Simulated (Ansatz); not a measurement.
Tetradymite Sb2Te3, treated with r²SCAN (PAW; Ansatz, an electronic-structure program).

Numerical settings: plane-wave cutoff 560 eV, 10×10×10 k mesh, Fermi–Dirac smearing 0.01 eV, scalar-relativistic PAW data made under PBE.

Properties against volume:

Shape and atoms are relaxed at each volume.

```csv
V (Å³/atom),P (GPa),direct gap at Γ (eV),c (Å),a (Å)
32.706,1.02,0.289,30.891,4.282
33.388,0.45,0.376,31.335,4.296
34.069,0.01,0.467,31.810,4.307
34.750,-0.30,0.561,32.333,4.315
35.432,-0.48,0.655,32.902,4.319
```

A straight line through the gaps at Γ against ln V gives a volume deformation potential dE_g(Γ)/d ln V of 4.6 eV: the gap at Γ narrows under compression.

Measured, for comparison: band gap 0.3 eV (temperature not stated, not corrected to a static lattice, compiled measured gap; kind and temperature not stated, sources range from 0.17 to 0.30; as tabulated in Kothakonda et al. (2022), arXiv:2208.02841).

Note: the cell comes from a level without a dispersion term, which matters for the spacing of layers, chains or molecules.

Spin–orbit coupling is not included; with these elements it can move the gap by several tenths of an eV or more.
